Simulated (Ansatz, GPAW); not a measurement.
This is a calculation of CdS (Hawleyite) for Ansatz 0.2.0. 

The input input.yaml:

```yaml
crystal:
  lattice:
    - [0.0, 2.9165, 2.9165]
    - [2.9165, 0.0, 2.9165]
    - [2.9165, 2.9165, 0.0]
  atoms:
    - { symbol: Cd, position: [0.0, 0.0, 0.0] }
    - { symbol: S, position: [0.75, 0.75, 0.75] }
kpoints:
  mp_grid: { grid: [8, 8, 8] }
scf:
  occupations: { method: gaussian, width: 0.014 }
hamiltonian:
  xc: pbe
  pseudopotentials: { kind: all_electron, lapw: { basis_error: 0.001 } }
output:
  forces: true
  stress: true
  eigenvalues: true
```

Potentials or basis: all-electron LAPW, scalar-relativistic.

Launch:

```sh
$ ansatz run input.yaml --threads 1 --pin off --max-ram 3072MiB --backend cpu --events-out ev --progress --plain --runs-dir out
```

Task: What does the same run look like in GPAW 26.7.0 (ASE script)? Potentials or basis there: GPAW PAW data sets (gpaw-data 1.2.1), cutoff 600 eV.

Result: As run (cutoffs and basis follow the program's own potentials, and thresholds, step limits or extra output files can differ):

The input run.py:

```python
from ase import Atoms
from ase.dft.bandgap import bandgap
from ase.io import write
from ase.units import Bohr, GPa
from gpaw import GPAW, PW
from gpaw.elf import elf_from_dft_calculation

atoms = Atoms(['Cd', 'S'],
              cell=[[0.0, 2.9165, 2.9165],
                    [2.9165, 0.0, 2.9165],
                    [2.9165, 2.9165, 0.0]],
              scaled_positions=[[0.0, 0.0, 0.0],
                                [0.75, 0.75, 0.75]],
              pbc=True)

calc = GPAW(mode=PW(600),
            xc='PBE',
            kpts={'size': (8, 8, 8), 'gamma': True},
            occupations={'name': 'methfessel-paxton', 'order': 0, 'width': 0.014},
            nbands=18,
            convergence={'density': 1e-05, 'energy': 1e-05},
            maxiter=150,
            txt='gpaw.txt')
atoms.calc = calc
energy = atoms.get_potential_energy()
forces = atoms.get_forces()
stress = atoms.get_stress()
calc.write('gs.gpw')
write('result.traj', atoms)
print(f'Energy: {energy:.6f} eV')
print('Forces (eV/A):')
print(forces.round(4))
print('Stress (GPa):', (stress / GPa).round(3))
print('Fermi level:', round(calc.get_fermi_level(), 4), 'eV')
print(f'Gap: {bandgap(calc)[0]:.4f} eV, direct: {bandgap(calc, direct=True)[0]:.4f} eV')

# fields on the real-space grid
write('density.cube', atoms, data=calc.get_pseudo_density() * Bohr**3)
write('potential.cube', atoms, data=calc.get_electrostatic_potential())
write('elf.cube', atoms, data=elf_from_dft_calculation(calc).data)
```

Potentials or basis: GPAW PAW data sets (gpaw-data 1.2.1), pw.

Launch:

```bash
$ OMP_NUM_THREADS=1 python run.py
```

Both were run:

|  | Ansatz | GPAW |
| --- | --- | --- |
| Pressure | 2.9 GPa | 2.6 GPa |

Where Ansatz's input types no cutoff or centring, it takes its own default and a Γ-centred mesh.

Pressure is positive in compression.
